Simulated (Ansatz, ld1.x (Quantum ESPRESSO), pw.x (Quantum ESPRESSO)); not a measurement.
**From atom to crystal: ultrasoft potential for Ca**

```json
{"Element": "calcium", "Generator": "ld1.x (Quantum ESPRESSO) 7.5", "Type": "ultrasoft", "Functional": "PBE", "Relativity": "scalar-relativistic", "Frozen core": "[Ne]", "Valence charge": "10", "Reference configuration": "3s2 3p6 3d0 4s0 4p0 (charge +2)", "Partial waves": "3s (bound): rcut 1.50, rcutus 1.80 bohr; 4s (bound, empty): rcut 1.50, rcutus 1.80 bohr; 3p (bound): rcut 1.65, rcutus 1.75 bohr; 4p (bound, empty): rcut 1.65, rcutus 1.75 bohr; 3d (bound, empty): rcut 2.15, rcutus 2.90 bohr; 3d channel at 0.85 Ry: rcut 2.15, rcutus 2.90 bohr", "Local potential": "all-electron potential smoothed inside 2.50 bohr (lloc = -1)", "Core correction": "Bessel-smoothed model core inside 1.60 bohr", "Augmentation charge": "PSQ, radius 1.50 bohr"}
```

Atomic tests: cutoffs needed: 25 Ry and 45 Ry (the cutoffs (Ry, on a coarse ladder) from which the occupation-weighted sum of valence levels, in a spherical-Bessel basis at the reference potential, stays within 10 and 1 mRy of its value at 400 Ry); ghost test: no extra level below or beside the all-electron valence levels (s, p, d, f tested) (spherical-Bessel basis up to 400 Ry, 20 bohr box); largest excitation error: -29 meV (all-electron minus pseudo) for 3s1 3p6 3d0 4s2 4p0, out of 7 test configurations.

Crystal test: bcc Ca in pw.x 7.5, no spin, 11³ k-points, Fermi–Dirac smearing 0.01 Ry, cutoffs 55/440 Ry. The reference is all-electron LAPW (Ansatz 0.2.0) with the same functional, mesh and smearing; V0 and B0 come from Birch–Murnaghan fits to the pressures at five volumes. Errors are pseudo minus all-electron; Δ is the rms difference of the E(V) curves that follow from these fits, minima aligned, over ±6 % about the mean V0. Mesh and smearing are coarse, so the numbers serve the comparison and aren't converged zero-temperature values; the lattice is a test structure that the element need not adopt.

```json
{"V (Å³/atom)": "40.073", "P all-electron (GPa)": "0.96", "P pseudo (GPa)": "1.66"}
{"V (Å³/atom)": "41.127", "P all-electron (GPa)": "0.46", "P pseudo (GPa)": "1.11"}
{"V (Å³/atom)": "42.182", "P all-electron (GPa)": "0.00", "P pseudo (GPa)": "0.60"}
{"V (Å³/atom)": "43.237", "P all-electron (GPa)": "-0.40", "P pseudo (GPa)": "0.15"}
{"V (Å³/atom)": "44.291", "P all-electron (GPa)": "-0.77", "P pseudo (GPa)": "-0.26"}
```

All-electron: a0 = 4.386 Å (V0 = 42.19 Å³/atom), B0 = 17.2 GPa.

Pseudopotential: mean pressure error (GPa): +0.60; a0 (Å): 4.435; a0 error (%): +1.11; B0 error (%): +0.2; Δ (meV/atom): 5.3. This is a poor potential for the solid.

Task: At the middle volume, how do free energy and pressure move when the wave cutoff is lowered (ecutrho held at 440 Ry)?

Result:

```json
{"cutoff (Ry)": "25", "shift of F (meV/atom)": "+144.2", "shift of P (GPa)": "-2.64"}
{"cutoff (Ry)": "33", "shift of F (meV/atom)": "+43.1", "shift of P (GPa)": "-0.23"}
{"cutoff (Ry)": "44", "shift of F (meV/atom)": "+7.1", "shift of P (GPa)": "-0.20"}
```

Input at the middle volume:

```
&control
  calculation='scf', prefix='x', pseudo_dir='./', outdir='./tmp', tstress=.true., disk_io='low'
/
&system
  ibrav=0, nat=1, ntyp=1, ecutwfc=55, ecutrho=440, nbnd=12,
  occupations='smearing', smearing='fd', degauss=0.01
/
&electrons
  conv_thr=1e-09, mixing_beta=0.4, electron_maxstep=70
/
ATOMIC_SPECIES
Ca 1.0 Ca.UPF
CELL_PARAMETERS angstrom
  -2.19291800 2.19291800 2.19291800
  2.19291800 -2.19291800 2.19291800
  2.19291800 2.19291800 -2.19291800
ATOMIC_POSITIONS crystal
Ca 0.0000 0.0000 0.0000
K_POINTS automatic
11 11 11 0 0 0
```

```bash
pw.x < Ca.scf.in > Ca.scf.out
```

Lines of the output:

```
Message from routine setup:
     using ibrav=0 with symmetry is DISCOURAGED, use correct ibrav instead
     lattice parameter (alat)  =       7.1776  a.u.
     unit-cell volume          =     284.6582 (a.u.)^3
     number of electrons       =        10.00
     number of Kohn-Sham states=           12
     kinetic-energy cutoff     =      55.0000  Ry
     charge density cutoff     =     440.0000  Ry
     scf convergence threshold =      1.0E-09
     Exchange-correlation= PBE
     number of k points=    56  Fermi-Dirac smearing, width (Ry)=  0.0100
     iteration #  1     ecut=    55.00 Ry     beta= 0.40
     negative rho (up, down):  2.013E-04 0.000E+00
     total energy              =     -73.27079061 Ry
     estimated scf accuracy    <       5.04835298 Ry
     iteration #  2     ecut=    55.00 Ry     beta= 0.40
     total energy              =     -73.79505958 Ry
     estimated scf accuracy    <       0.33208851 Ry
     iteration #  3     ecut=    55.00 Ry     beta= 0.40
     total energy              =     -73.85283381 Ry
     estimated scf accuracy    <       0.03279538 Ry
     iteration #  4     ecut=    55.00 Ry     beta= 0.40
     total energy              =     -73.85888006 Ry
     estimated scf accuracy    <       0.00504160 Ry
     iteration #  5     ecut=    55.00 Ry     beta= 0.40
     total energy              =     -73.85946680 Ry
     estimated scf accuracy    <       0.00023312 Ry
     iteration #  6     ecut=    55.00 Ry     beta= 0.40
     total energy              =     -73.85951574 Ry
     estimated scf accuracy    <       0.00018080 Ry
     iteration #  7     ecut=    55.00 Ry     beta= 0.40
     total energy              =     -73.85954330 Ry
     estimated scf accuracy    <       0.00000970 Ry
     iteration #  8     ecut=    55.00 Ry     beta= 0.40
     total energy              =     -73.85954538 Ry
     estimated scf accuracy    <       0.00000037 Ry
     iteration #  9     ecut=    55.00 Ry     beta= 0.40
     total energy              =     -73.85954570 Ry
     estimated scf accuracy    <       0.00000002 Ry
     iteration # 10     ecut=    55.00 Ry     beta= 0.40
     total energy              =     -73.85954566 Ry
     estimated scf accuracy    <       0.00000010 Ry
     iteration # 11     ecut=    55.00 Ry     beta= 0.40
     total energy              =     -73.85954569 Ry
     estimated scf accuracy    <          1.4E-09 Ry
     iteration # 12     ecut=    55.00 Ry     beta= 0.40
     the Fermi energy is     5.0599 ev
!    total energy              =     -73.85954569 Ry
     estimated scf accuracy    <          8.2E-10 Ry
     smearing contrib. (-TS)   =      -0.00620515 Ry
     The total energy is F=E-TS. E is the sum of the following terms:
     one-electron contribution =     -39.87125737 Ry
     hartree contribution      =      20.10439593 Ry
     xc contribution           =     -10.17696203 Ry
     ewald contribution        =     -43.90951706 Ry
     convergence has been achieved in  12 iterations
          total   stress  (Ry/bohr**3)                   (kbar)     P=        6.04
```

The run at the middle volume (56 k-points, 12 iterations) took about 35 s on one core of a shared host (Neoverse-V1, 32 threads, 247 GiB, load 19).
